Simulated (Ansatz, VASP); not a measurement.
TiO2 in VASP and in Ansatz

INCAR

```
SYSTEM = TiO2
ALGO = Normal
EDIFF = 1E-6
ENCUT = 520
GGA = PE
ISIF = 2
ISMEAR = 0
LASPH = .True.
LCHARG = .True.
LELF = .True.
LREAL = .False.
LVHAR = .True.
LWAVE = .False.
NBANDS = 60
NELM = 60
PREC = Accurate
SIGMA = 0.012
```

The input KPOINTS:

```
k-points
0
Gamma
  8 8 4
  0 0 0
```

POSCAR

```
TiO2
1.0
    6.1535771931     -1.8834685000      0.0000000000
    6.1535771931      1.8834685000      0.0000000000
   -1.9283261078      0.0000000000      6.3289668713
Ti O
4 8
Direct
    0.9000710000      0.9000710000      0.2896020000
    0.1952860000      0.1952860000      0.2837620000
    0.0999290000      0.0999290000      0.7103980000
    0.8047140000      0.8047140000      0.7162380000
    0.3619310000      0.3619310000      0.2933970000
    0.2634885000      0.2634885000      0.6525000000
    0.8671885000      0.8671885000      0.9952910000
    0.7365115000      0.7365115000      0.3475000000
    0.9416475000      0.9416475000      0.6300210000
    0.1328115000      0.1328115000      0.0047090000
    0.6380690000      0.6380690000      0.7066030000
    0.0583525000      0.0583525000      0.3699790000
```

File input.yaml:

```yaml
crystal:
  lattice:
    - [6.1535771931, -1.8834685, 0.0]
    - [6.1535771931, 1.8834685, 0.0]
    - [-1.9283261078, 0.0, 6.3289668713]
  atoms:
    - { symbol: Ti, position: [0.900071, 0.900071, 0.289602] }
    - { symbol: Ti, position: [0.195286, 0.195286, 0.283762] }
    - { symbol: Ti, position: [0.099929, 0.099929, 0.710398] }
    - { symbol: Ti, position: [0.804714, 0.804714, 0.716238] }
    - { symbol: O, position: [0.361931, 0.361931, 0.293397] }
    - { symbol: O, position: [0.2634885, 0.2634885, 0.6525] }
    - { symbol: O, position: [0.8671885, 0.8671885, 0.995291] }
    - { symbol: O, position: [0.7365115, 0.7365115, 0.3475] }
    - { symbol: O, position: [0.9416475, 0.9416475, 0.630021] }
    - { symbol: O, position: [0.1328115, 0.1328115, 0.004709] }
    - { symbol: O, position: [0.638069, 0.638069, 0.706603] }
    - { symbol: O, position: [0.0583525, 0.0583525, 0.369979] }
hamiltonian:
  xc: pbe
  pseudopotentials: { kind: paw }
kpoints:
  mp_grid: { grid: [8, 8, 4] }
scf:
  occupations: { method: gaussian, width: 0.012 }
output:
  forces: true
  stress: true
  eigenvalues: true
  write_density: true
  write_potential: true
  elf: true
  volumetric_format: npy
```

The cell comes from a database or a generator and needn't be the stable form of this composition.

Alike in both runs: task single point; functional PBE; k mesh 8 × 8 × 4; occupations gaussian, width 0.012 eV; no spin polarisation.

|  | VASP | Ansatz |
| --- | --- | --- |
| version | VASP 6.6.1 | Ansatz 0.2.0 |
| potentials or method | VASP PAW PBE potentials, release 64 (Ti_sv, O) | Ansatz PAW |
| plane-wave cutoff (eV) | 520 | 420 |
| valence electrons in the cell | 96 | 96 |

Ansatz gave:

* gap on the k mesh at the Fermi level (eV): 2.75
* least direct gap on the mesh (eV): 2.92
* pressure (GPa): -1.2
* largest component of the traceless stress (GPa): 0.10
* rms of the force components (eV/Å): 0.053

Problem. What did VASP give for the same quantities?

Solution. gap on the k mesh at the Fermi level (eV): 2.73; least direct gap on the mesh (eV): 2.90; pressure (GPa): -0.5; largest component of the traceless stress (GPa): 0.03; rms of the force components (eV/Å): 0.032.

Atom by atom the forces differ by 0.024 eV/Å (rms over components). The functional is the same, so the differences come from potentials, cutoffs and numerics.

Caveats: the pressure holds a Pulay correction of +0.6 GPa for the finite cutoff (Ansatz). A k mesh can miss the band edges. As with any semilocal functional, this PBE gap is likely too small.
